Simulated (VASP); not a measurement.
Set up this calculation in VASP 6.6.1, as the native input.

```yaml
Task: relaxation of cell and atoms
Functional: PBEsol
Potentials_or_basis: VASP PAW PBE potentials, release 64 (In_d, As)
Cutoff: 600 eV
k_mesh: 10 × 10 × 10
Occupations: gaussian, width 0.03 eV
Spin: no spin polarisation
Further_INCAR_settings: ALGO = Normal; EDIFF = 1e-06; IBRION = 2; EDIFFG = -0.01; NSW = 90; ISIF = 3
```

The structure of InAs lies in POSCAR:

```
InAs
1.0
    0.0000000000      3.0180000000      3.0180000000
    3.0180000000      0.0000000000      3.0180000000
    3.0180000000      3.0180000000      0.0000000000
In As
1 1
Direct
    0.0000000000      0.0000000000      0.0000000000
    0.2500000000      0.2500000000      0.2500000000
```

The input as run:

INCAR

```
  ALGO = Normal
  EDIFF = 1E-6
  EDIFFG = -0.01
  ENCUT = 600
  GGA = PS
  IBRION = 2
  ISIF = 3
  ISMEAR = 0
  LASPH = True
  LCHARG = False
  LREAL = False
  LWAVE = False
  NELM = 80
  NSW = 90
  PREC = Accurate
  SIGMA = 0.03
```

KPOINTS

```
k-points
0
Gamma
  10 10 10
```

Potentials or basis: VASP PAW PBE potentials, release 64 (In_d, As).

Command:

```bash
$ cat potpaw_PBE.64/In_d/POTCAR potpaw_PBE.64/As/POTCAR > POTCAR
$ mpirun -np 1 vasp_std > vasp.out
```

Results of the run:

```json
{"Relaxed volume": "28.25 Å³/atom", "Relaxed cell": "a = 4.307 Å, b = 4.307 Å, c = 4.307 Å, α = 60.00°, β = 60.00°, γ = 60.00°", "Space group after relaxing (to 0.05 Å)": "F-43m (No. 216)", "Energy gained by relaxing": "3.7 meV/atom", "Ionic steps": "3", "Pressure after relaxing": "0.0 GPa", "Band gap on the k mesh": "none (metal or under the smearing width)"}
```

Caveat: the PAW data sets were made with another functional, which shifts forces and pressure a little; this crystal is a semiconductor, whose small gap the functional closes, so the metal is an error of the method.

Wall time 75 s on 1 thread of Intel(R) Xeon(R) Platinum 8488C (Sapphire Rapids), on a shared host, peak memory 0.24 GiB.
